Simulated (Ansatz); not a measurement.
# CaF2 (Fm-3m): zone-centre phonons and dielectric response

What experiment reports for this phase, and the runs try to reproduce:
- ε⁰: 6.483 ± 0.026 (real relative permittivity at 29.25 GHz, 15 K; 15 K; TE011 dielectric resonator; Microwave value at 29.25 GHz; abstract gives 6.484 at 15 K; uncertainty dominated by sample dimensions; “Microwave characterisation of CaF2 at cryogenic temperatures using a dielectric resonator technique”, 2012, arxiv:1209.0110)
- Raman mode: 320 cm⁻¹ (T2g; Raman spectroscopy, 532 nm excitation; natural fluorite with impurities; measured on colourless or light-coloured parts of samples 1 and 2; “Mineralogical Characteristics and Luminescent Properties of Natural Fluorite with Three Different Colors”, 2022, pmc:8949251)

Perturbation theory with PBEsol in Ansatz on the PBEsol cell, ground state and force constants on a 6×6×6 mesh. Calculated for a static, non-magnetic cell.

Space group Fm-3m (No. 225), cubic; a = 5.421 Å in the conventional setting, 13.27 Å³ an atom. Around Ca lie 8 F at 2.35 Å; around F lie 4 Ca at 2.35 Å.

```yaml
crystal:
  lattice:
    - [0.00000, 2.71041, 2.71041]
    - [2.71041, 0.00000, 2.71041]
    - [2.71041, 2.71041, 0.00000]
  atoms:
    - { symbol: Ca, position: [0.00000, 0.00000, 0.00000] }
    - { symbol: F, position: [0.25000, 0.25000, 0.25000] }
    - { symbol: F, position: [0.75000, 0.75000, 0.75000] }
```

Optical modes without the longitudinal term:

| ω (cm⁻¹) | degeneracy | IR intensity, summed over the level ((D/Å)²/amu) |
| --- | --- | --- |
| 249 | 3 | 20.02 |
| 319 | 3 | 0.00 |

The zone-centre optical frequencies run from 249 to 319 cm⁻¹, none imaginary (the rest of the zone wasn't tested). With the long-range field the highest mode reaches 464 cm⁻¹. Of the real levels 1 is infrared active, the strongest at 249 cm⁻¹.

The clamped-ion dielectric constant comes out as 2.32 in all directions. With the ions relaxed, ε⁰ is 8.1 in all directions. Born charges, averaged over directions: Ca +2.38, F -1.19 e.

With one polar mode in a cubic crystal the Lyddane-Sachs-Teller relation applies: (ω_LO/ω_TO)² = (464.5/248.9)² = 3.483, and ε⁰/ε∞ = 8.093/2.324 = 3.483. The refractive index √ε∞ is 1.52.

For comparison, on the r2SCAN cell the mean ε∞ is 2.19 with r2SCAN (ground state on 6×6×6; least gap 8.03 eV), 2.29 with PBE (ground state on 6×6×6; least gap 7.38 eV).

Calculation and measurement side by side:
- ε⁰, measured 6.483: PBEsol gives 8.09 in all directions.
- Raman mode at 320 cm⁻¹ (T2g): the nearest PBEsol mode at Γ lies at 319 cm⁻¹ (-0.4 %).
Reports marked as nanostructured, strained, doped, implanted or mixed samples, and transport gaps, were set aside. Modes are paired by degeneracy and infrared activity, where the label gives them, and frequency; they are harmonic.
